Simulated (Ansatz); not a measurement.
**TiNi in Ansatz: the effect of functional**

TiNi:

```xyz
2
Lattice="2.6988 0.0000 0.0000 0.0000 2.6988 0.0000 0.0000 0.0000 3.5330" Properties=species:S:1:pos:R:3 pbc="T T T"
Ni    0.0000    0.0000    0.0000
Ti    1.3494    1.3494    1.7665
```

The cell comes from a database or a generator and needn't be the stable form of this composition.

The cell isn't the ideal one: volume scaled by 0.96.

Alike in all runs:

```yaml
Program: Ansatz 0.2.0
Task: single point
Potentials_or_basis: Ansatz PAW
k_mesh: 10 × 10 × 8
Occupations: fermi-dirac, width 0.05 eV
Spin: collinear spin, ferromagnetic start
Starting_moments: "[1.0, 1.0] μB"
```

| functional | cutoff | pressure (GPa) | moment (μB) |
| --- | --- | --- | --- |
| LDA | 420 eV (not typed: the program's choice for these potentials) | -5.7 | 0.00 |
| PBEsol | 420 eV (not typed: the program's choice for these potentials) | 0.3 | 0.00 |
| r2SCAN | 500 eV (not typed: the program's choice for these potentials) | ? | ? |

**Question.** What does the run with functional r2SCAN give?

**Answer.** Pressure 4.0 GPa; moment 0.44 μB.

Caveats: the PAW data sets come from PBE, with cores solved anew for the run's functional, which leaves a small shift of forces and pressure; the starting moments weren't kept (some runs); the magnetic or orbital state may not be the lowest (some runs).
